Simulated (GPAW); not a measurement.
A run of GPAW 26.7.0 is set up as follows.

Contents of run.py:

```python
from ase.dft.bandgap import bandgap
from ase.io import read, write
from ase.units import GPa
from gpaw import GPAW, PW

atoms = read('POSCAR')
atoms.set_initial_magnetic_moments([1.0, 0.0])

calc = GPAW(mode=PW(800),
            xc='PBE',
            kpts={'size': (11, 11, 11), 'gamma': True},
            occupations={'name': 'fermi-dirac', 'width': 0.05},
            nbands=22,
            convergence={'density': 1e-05, 'energy': 1e-05},
            maxiter=150,
            txt='gpaw.txt')
atoms.calc = calc
energy = atoms.get_potential_energy()
forces = atoms.get_forces()
stress = atoms.get_stress()
calc.write('gs.gpw')
write('result.traj', atoms)
print(f'Energy: {energy:.6f} eV')
print('Forces (eV/A):')
print(forces.round(4))
print('Stress (GPa):', (stress / GPa).round(3))
print('Moments:', calc.get_magnetic_moments().round(3))
print('Fermi level:', round(calc.get_fermi_level(), 4), 'eV')
print(f'Gap: {bandgap(calc)[0]:.4f} eV, direct: {bandgap(calc, direct=True)[0]:.4f} eV')

path = atoms.cell.bandpath('GXWKGLUWLK,UX', npoints=60, eps=1e-4)
bs_calc = calc.fixed_density(kpts=path, symmetry='off', nbands=31,
                             convergence={'bands': 'CBM+6.0', 'eigenstates': 1e-6}, txt='bands.txt')
bs = bs_calc.band_structure()
bs.write('bs.json')
print(f'Gap on the path: {bandgap(bs_calc)[0]:.4f} eV')
```

POSCAR

```
NiO
1.0
    0.0000000000      2.0859016414      2.0859016414
    2.0859016414      0.0000000000      2.0859016414
    2.0859016414      2.0859016414      0.0000000000
Ni O
1 1
Direct
    0.0000000000      0.0000000000      0.0000000000
    0.5000000000      0.5000000000      0.5000000000
```

Potentials or basis: GPAW PAW data sets (gpaw-data 1.2.1), pw.

Launch:

```bash
$ OMP_NUM_THREADS=1 python run.py
```

(1) Estimate the band gap along the path.

(2) Estimate the net moment.

(3) Estimate the pressure.

Results:

(1) none (metal or under the smearing width).

(2) 1.70 μB per cell.

(3) 9.5 GPa.

Caveat: the stock nickel data set gives pressures a few GPa off other programs; a cell with one magnetic atom can't hold antiferromagnetic order, which such compounds often take; semilocal functionals often make such compounds metallic where correlation or magnetic order opens a gap, which also shifts bond lengths.

**The experiment to reproduce.**

“Local correlations, non-local screening, multiplets, and band formation in NiO”, 2012, arxiv:1210.6675 quotes, for a bulk crystal of NiO: band gap 4.3 eV.

Measured gap of NiO: 4.3 eV (quoted in “Local correlations, non-local screening, multiplets, and band formation in NiO”, 2012, arxiv:1210.6675). This calculation gives 0.00 eV (-4.30 eV). So large a miss can be the level of theory's own, or it may mean another phase, state or a wrong row. The value is that of PBE, without temperature or zero-point motion. Semilocal functionals fall short of measured gaps as a rule. The run's magnetic order (collinear spin, ferromagnetic start) needn't be the measured crystal's.
